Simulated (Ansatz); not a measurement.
Crystal: AlNi.

```xyz
2
Lattice="1.9387 -1.9532 0.0000 1.9387 1.9532 0.0000 0.0000 0.0000 3.0994" Properties=species:S:1:pos:R:3 pbc="T T T"
Ni    1.9387    0.0000    1.5497
Al    0.0000    0.0000    0.0000
```

The cell comes from a database or a generator and needn't be the stable form of this composition.

Base run:

* Program: Ansatz 0.2.0
* Functional: LDA
* Potentials or basis: all-electron LAPW, scalar-relativistic
* Cutoff: 259 eV
* Density cutoff: 1038 eV
* Basis error allowed: 0.001 eV/atom
* k mesh: 10 × 10 × 9
* Occupations: fermi-dirac, width 0.05 eV
* Spin: collinear spin, ferromagnetic start
* Starting moments: [1.0, 0.0] μB

Its results: pressure -5.1 GPa; net moment 0.00 μB per cell.

Task: The run is repeated on the same cell with these changes: functional from LDA to PBEsol. What comes out?

Result: Pressure 0.4 GPa; net moment 0.00 μB per cell.

PBEsol binds less tightly than LDA, so the same cell stands under more pressure.

Not every run made on this cell is shown here.
